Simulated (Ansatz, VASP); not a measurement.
# One calculation of MgO, two programs

File POSCAR:

```
MgO
1.0
    0.0000000000      2.1980262510      2.1021674168
    2.1980262510      0.0000000000      2.1021674168
    2.1980262510      2.1980262510      0.0000000000
Mg O
1 1
Direct
    0.0000000000      0.0000000000      0.0000000000
    0.5000000000      0.5000000000      0.5000000000
```

Contents of INCAR.step1:

```
ALGO     = Normal         # electronic algorithm
EDIFF    = 1E-4           # SCF threshold, eV
ENCUT    = 520            # plane-wave cutoff, eV
GGA      = PE             # functional
ISMEAR   = 0              # smearing method
LASPH    = T              # aspherical terms in the spheres
LCHARG   = F              # write CHGCAR
LREAL    = F              # projectors in reciprocal space
LWAVE    = T              # write WAVECAR
NBANDS   = 11             # bands
NELM     = 100            # most SCF steps
PREC     = Accurate       # precision mode
SIGMA    = 0.01           # smearing width, eV
```

File INCAR.step2:

```
ALGO     = Normal         # electronic algorithm
EDIFF    = 1E-6           # SCF threshold, eV
ENCUT    = 520            # plane-wave cutoff, eV
ISIF     = 2              # what is computed and relaxed
ISMEAR   = 0              # smearing method
ISTART   = 1            
LASPH    = T              # aspherical terms in the spheres
LCHARG   = F              # write CHGCAR
LMIXTAU  = T            
LREAL    = F              # projectors in reciprocal space
LWAVE    = F              # write WAVECAR
METAGGA  = R2SCAN         # meta-GGA
NBANDS   = 11             # bands
NELM     = 100            # most SCF steps
PREC     = Accurate       # precision mode
SIGMA    = 0.01           # smearing width, eV
```

KPOINTS

```
k-points
0
Gamma
  10 10 10
```

Input for Ansatz:

```yaml
crystal:
  lattice:
    - [0.0, 2.198026251, 2.1021674168]
    - [2.198026251, 0.0, 2.1021674168]
    - [2.198026251, 2.198026251, 0.0]
  atoms:
    - { symbol: Mg, position: [0.0, 0.0, 0.0] }
    - { symbol: O, position: [0.5, 0.5, 0.5] }
kpoints:
  mp_grid: { grid: [10, 10, 10] }
  band_path:
    path:
      - [0.0, 0.0, 0.0]
      - [0.5, 0.0, 0.5]
      - [0.625, 0.25, 0.625]
      - [0.375, 0.375, 0.75]
      - [0.5, 0.5, 0.5]
      - [0.5, 0.25, 0.75]
    npoints: 1
hamiltonian:
  xc: r2scan
scf:
  occupations: { method: fixed }
  n_extra_bands: 4
output:
  forces: true
  stress: true
  eigenvalues: true
```

Change from the starting cell: biaxial_xy strain +4.6%.

Alike in both runs: task single point; functional r2SCAN; k mesh 10 × 10 × 10; no spin polarisation.

|  | VASP | Ansatz |
| --- | --- | --- |
| version | VASP 6.6.1 | Ansatz 0.2.0 |
| potentials or method | VASP PAW PBE potentials, release 64 (Mg, O) | plane waves, PAW |
| plane-wave cutoff (eV) | 520 | 500 |
| occupations | gaussian, width 0.01 eV | fixed |
| valence electrons in the cell | 8 | 16 |

VASP gave:

* gap on the k mesh at the Fermi level (eV): 4.75
* pressure (GPa): -12.9
* largest component of the traceless stress (GPa): 3.95

Q: What did Ansatz give for the same quantities?

A: gap on the k mesh at the Fermi level (eV): 4.78; pressure (GPa): -11.8; largest component of the traceless stress (GPa): 4.01.

The two sets of potentials don't hold the same shells in valence.

Caveats: the PAW data sets were made with another functional, which shifts forces and pressure a little (VASP).
